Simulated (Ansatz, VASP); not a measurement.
# GaSb: VASP beside Ansatz

```xyz
2
Lattice="0.0000 3.0550 3.0550 3.0550 0.0000 3.0550 3.0550 3.0550 0.0000" Properties=species:S:1:pos:R:3 pbc="T T T"
Ga    0.0000    0.0000    0.0000
Sb    4.5824    4.5824    4.5824
```

Alike in both runs: functional PBEsol; k mesh 10 × 10 × 10; occupations fermi-dirac, width 0.1 eV; no spin polarisation.

Ansatz relaxed the structure, and its values are those at the end. VASP's run is a single point on that final structure, the one shown.

```csv
,VASP,Ansatz
version,VASP 6.6.1,Ansatz 0.2.0
potentials or method,"VASP PAW PBE potentials, release 64 (Ga_d, Sb)","PAW with Ansatz's default frozen-core files, scalar-relativistic"
plane-wave cutoff (eV),520,420
valence electrons in the cell,18,28
```

```tsv
	VASP	Ansatz	Ansatz less VASP
pressure (GPa)	0.1	0.0	-0.10
```

The functional is the same, so the differences come from potentials, cutoffs and numerics. The two sets of potentials don't hold the same shells in valence.

Caveats: the PAW data sets were made with another functional, which shifts forces and pressure a little (VASP). The runs have no spin-orbit coupling, so splittings on Sb are missing.
